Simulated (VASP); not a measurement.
```
CaF2
1.0
    0.00000     2.73000     2.73000
    2.73000     0.00000     2.73000
    2.73000     2.73000     0.00000
Ca F
1 2
Direct
  0.00000   0.00000   0.00000
  0.25000   0.25000   0.25000
  0.75000   0.75000   0.75000
```

All values below come from G0W0 on PBE orbitals, VASP's PBE PAW potentials (set 64) (plane waves; VASP 6.6.1). Run with PREC = Normal, 500 eV cut-off, 4×4×4 Γ-centred mesh, Gaussian smearing of 0.010 eV, potentials Ca_sv_GW F_GW_new.

The mesh is coarse and the basis finite, so the quasiparticle values are not converged.

NBANDS = 192, ENCUTGW = 180 eV, NOMEGA = 64. The PBE levels (eV) that the step starts from are:

```json
[
 {"state": "k1 (0.00, 0.00, 0.00), band 9", "KS energy": "-1.07", "filling": "2"},
 {"state": "k1 (0.00, 0.00, 0.00), band 10", "KS energy": "0.79", "filling": "2"},
 {"state": "k1 (0.00, 0.00, 0.00), band 11", "KS energy": "0.79", "filling": "2"},
 {"state": "k1 (0.00, 0.00, 0.00), band 12", "KS energy": "0.79", "filling": "2"},
 {"state": "k1 (0.00, 0.00, 0.00), band 13", "KS energy": "8.34", "filling": "0"},
 {"state": "k1 (0.00, 0.00, 0.00), band 14", "KS energy": "10.21", "filling": "0"},
 {"state": "k1 (0.00, 0.00, 0.00), band 15", "KS energy": "10.21", "filling": "0"},
 {"state": "k1 (0.00, 0.00, 0.00), band 16", "KS energy": "12.27", "filling": "0"},
 {"state": "k2 (0.25, 0.00, 0.00), band 9", "KS energy": "-0.64", "filling": "2"},
 {"state": "k2 (0.25, 0.00, 0.00), band 10", "KS energy": "0.23", "filling": "2"},
 {"state": "k2 (0.25, 0.00, 0.00), band 11", "KS energy": "0.53", "filling": "2"},
 {"state": "k2 (0.25, 0.00, 0.00), band 12", "KS energy": "0.53", "filling": "2"},
 {"state": "k2 (0.25, 0.00, 0.00), band 13", "KS energy": "9.64", "filling": "0"},
 {"state": "k2 (0.25, 0.00, 0.00), band 14", "KS energy": "10.32", "filling": "0"},
 {"state": "k2 (0.25, 0.00, 0.00), band 15", "KS energy": "10.32", "filling": "0"},
 {"state": "k2 (0.25, 0.00, 0.00), band 16", "KS energy": "11.89", "filling": "0"},
 {"state": "k6 (-0.25, 0.25, 0.00), band 9", "KS energy": "-0.24", "filling": "2"},
 {"state": "k6 (-0.25, 0.25, 0.00), band 10", "KS energy": "-0.04", "filling": "2"},
 {"state": "k6 (-0.25, 0.25, 0.00), band 11", "KS energy": "0.10", "filling": "2"},
 {"state": "k6 (-0.25, 0.25, 0.00), band 12", "KS energy": "0.83", "filling": "2"},
 {"state": "k6 (-0.25, 0.25, 0.00), band 13", "KS energy": "9.81", "filling": "0"},
 {"state": "k6 (-0.25, 0.25, 0.00), band 14", "KS energy": "10.44", "filling": "0"},
 {"state": "k6 (-0.25, 0.25, 0.00), band 15", "KS energy": "10.96", "filling": "0"},
 {"state": "k6 (-0.25, 0.25, 0.00), band 16", "KS energy": "11.36", "filling": "0"}
]
```

Task: Give the quasiparticle energies and renormalisation factors Z.

Result: 
```tsv
state	QP energy (eV)	Z
k1 (0.00, 0.00, 0.00), band 9	-3.55	0.78
k1 (0.00, 0.00, 0.00), band 10	-1.50	0.79
k1 (0.00, 0.00, 0.00), band 11	-1.50	0.79
k1 (0.00, 0.00, 0.00), band 12	-1.50	0.79
k1 (0.00, 0.00, 0.00), band 13	9.31	0.88
k1 (0.00, 0.00, 0.00), band 14	13.29	0.85
k1 (0.00, 0.00, 0.00), band 15	13.29	0.85
k1 (0.00, 0.00, 0.00), band 16	15.90	0.82
k2 (0.25, 0.00, 0.00), band 9	-3.11	0.78
k2 (0.25, 0.00, 0.00), band 10	-2.14	0.78
k2 (0.25, 0.00, 0.00), band 11	-1.79	0.78
k2 (0.25, 0.00, 0.00), band 12	-1.79	0.78
k2 (0.25, 0.00, 0.00), band 13	10.85	0.87
k2 (0.25, 0.00, 0.00), band 14	13.39	0.84
k2 (0.25, 0.00, 0.00), band 15	13.39	0.84
k2 (0.25, 0.00, 0.00), band 16	15.30	0.83
k6 (-0.25, 0.25, 0.00), band 9	-2.63	0.78
k6 (-0.25, 0.25, 0.00), band 10	-2.46	0.78
k6 (-0.25, 0.25, 0.00), band 11	-2.29	0.78
k6 (-0.25, 0.25, 0.00), band 12	-1.44	0.79
k6 (-0.25, 0.25, 0.00), band 13	12.11	0.85
k6 (-0.25, 0.25, 0.00), band 14	13.52	0.84
k6 (-0.25, 0.25, 0.00), band 15	13.79	0.85
k6 (-0.25, 0.25, 0.00), band 16	14.75	0.84
```
On the mesh the gap opens from 7.30 to 10.51 eV.

The compound is CaF2 in the fluorite structure. The cell was not relaxed at this level. The k-mesh is coarse (spacing up to 0.50 per Å, 2π included), so the numbers may not be converged in it.
